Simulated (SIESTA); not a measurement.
WS2, a slab with vacuum:

```
W S
1.0
     3.18321    0.00000    0.00000
    -1.59160    2.75674    0.00000
     0.00000    0.00000   23.66876
W S
2 4
Direct
  0.66667 0.33333 0.36268
  0.33333 0.66667 0.63732
  0.66667 0.33333 0.70318
  0.33333 0.66667 0.42856
  0.66667 0.33333 0.57144
  0.33333 0.66667 0.29682
```

| Property | Result |
| --- | --- |
| Program | SIESTA 5.4.2 |
| Task | single point |
| Functional | PBEsol |
| Potentials or basis | PseudoDojo 0.4 standard (PBEsol files) |
| Basis | DZP (energy shift 0.003 Ry; two zetas on semicore shells) |
| Grid cutoff | 800 Ry |
| Energy shift | 0.003 Ry |
| k mesh | 10 × 10 × 2 |
| Occupations | fermi-dirac, width 0.05 eV |
| Spin | no spin polarisation |

On this cell: largest force 0.359 eV/Å; band gap on the k mesh 1.67 eV, indirect (least direct gap 2.17 eV).

The same run follows on a disturbed copy (atoms moved at random, drawn with an rms of 0.05 Å):

```
W S
1.0
     3.18321    0.00000    0.00000
    -1.59160    2.75674    0.00000
     0.00000    0.00000   23.66876
W S
2 4
Direct
  0.66094 0.34677 0.36224
  0.33785 0.67556 0.63660
  0.68437 0.33076 0.70385
  0.32679 0.66659 0.42696
  0.66867 0.33238 0.57068
  0.32942 0.66257 0.29736
```

Question: What does the disturbed cell give?

Answer: The energy moves by +14.5 meV/atom; largest force 1.167 eV/Å; band gap on the k mesh 1.53 eV, indirect (least direct gap 2.03 eV).

Forces on the atoms (eV/Å):
```
W    0.625 -0.985 -0.039
W    0.684 -0.603  0.463
S   -0.572  0.301 -0.237
S   -0.224  0.436  0.971
S   -0.113  0.305 -0.285
S   -0.399  0.551 -0.872
```

Stress tensor (GPa, compression positive):
```
 0.02 -0.01 -0.36
-0.01 -0.25 -0.13
-0.36 -0.13  1.93
```

Caveats: short orbitals over semicore shells can move pressures by several GPa; spin-orbit coupling is left out, which moves the levels of the heavy elements; the basis of atomic orbitals isn't converged, which shifts pressures, moduli and gaps.

A k mesh can miss the band edges.
